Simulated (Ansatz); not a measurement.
Cu$_{3}$N from its elements: all-electron against pseudopotential results

```xyz
4
Lattice="3.8271 0.0000 0.0000 0.0000 3.8271 0.0000 0.0000 0.0000 3.8271" Properties=species:S:1:pos:R:3 pbc="T T T"
Cu    1.9136    0.0000    0.0000
Cu    0.0000    1.9136    0.0000
Cu    0.0000    0.0000    1.9136
N     0.0000    0.0000    0.0000
```

The cell comes from a relaxation on PAW files under the same functional, begun from a database entry that needn't be the ground state.

Computed with Ansatz 0.2.0; functional PBE, scalar-relativistic. Settings: a Γ-centred 10×10×10 k mesh, Fermi–Dirac smearing of 0.05 eV, no spin polarisation. Methods: LAPW: all electrons, basis error target 0.5 meV/atom; PAW: frozen-core files, cutoff 420 eV.

The elements are taken as Cu fcc, N N2 gas, each relaxed on PAW files under the same functional and computed by the same method as the compound; zero-point and thermal terms are left out.

Give the formation energy by each method, with the residual pressure at this cell and the LAPW gap.



| method | ΔE(formation) (eV/atom) | P at this cell (GPa) | gap (eV) |
| --- | --- | --- | --- |
| LAPW | 0.302 | -0.05 | 0.21 |
| PAW | 0.301 | 0.00 | – |

Give the LAPW value for one formula unit in kJ/mol.

0.302 eV/atom × 4 atoms × 96.485 kJ/(mol·eV) = 116.6 kJ/mol, at zero temperature and without zero-point motion.
